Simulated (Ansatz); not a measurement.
# Calculated ¹⁴N nuclear quadrupole resonance for Si3N4 under strain

Cell: a structure deposited in the COD, relaxed with PBE at fixed cell and then changed (z compressed by 2 %, ions relaxed).

```yaml
crystal:
  lattice:
    - [-3.23735, 3.23735, 3.17260]
    - [3.23735, -3.23735, 3.17260]
    - [3.23735, 3.23735, -3.17260]
  atoms:
    - { symbol: Si, position: [0.25000, 0.12400, 0.87400] }
    - { symbol: Si, position: [0.87600, 0.25000, 0.12600] }
    - { symbol: Si, position: [0.75000, 0.37600, 0.62600] }
    - { symbol: Si, position: [0.62400, 0.75000, 0.37400] }
    - { symbol: Si, position: [0.12500, 0.87500, 0.25000] }
    - { symbol: Si, position: [0.37500, 0.62500, 0.75000] }
    - { symbol: N, position: [0.56041, 0.55939, 0.56100] }
    - { symbol: N, position: [0.44061, 0.50161, 0.00102] }
    - { symbol: N, position: [0.49839, 0.99941, 0.93900] }
    - { symbol: N, position: [0.00059, 0.43959, 0.49898] }
    - { symbol: N, position: [0.93959, 0.50059, 0.99898] }
    - { symbol: N, position: [0.05939, 0.06041, 0.06100] }
    - { symbol: N, position: [0.00161, 0.94061, 0.50102] }
    - { symbol: N, position: [0.49941, 0.99839, 0.43900] }
```

Atom numbers follow the list; atoms alike are taken as one site, whose name carries the number of the first.

Level of theory: DFT, PBE, plane waves and PAW, scalar-relativistic, 420 eV cutoff, Γ-centred 6×6×6 k-points, Fermi–Dirac smearing 0.02 eV (Ansatz 0.2.0).

¹⁴N: I = 1, Q = 20.44 mb (year-2017 value). Static lattice, zero field.

(1) The simulated lines lie at 0.0741, 2.04, 2.11 MHz. What are |C_Q|, η and |V_zz| at N?

## Answers

(1) For I = 1 the lines are ν± = (3/4)|C_Q|(1 ± η/3) and ν₀ = |C_Q|η/2. Here |C_Q| = 2.77 MHz, η = 0.05 and |V_zz| = 5.59 × 10²¹ V/m². The calculation gives V_zz negative; the lines don't show the sign. The site has 3 Si at 1.74 Å.

At N V_zz stands upright on the plane through its three neighbours (within 1°).

At this changed cell the PBE pressure is 7 GPa.
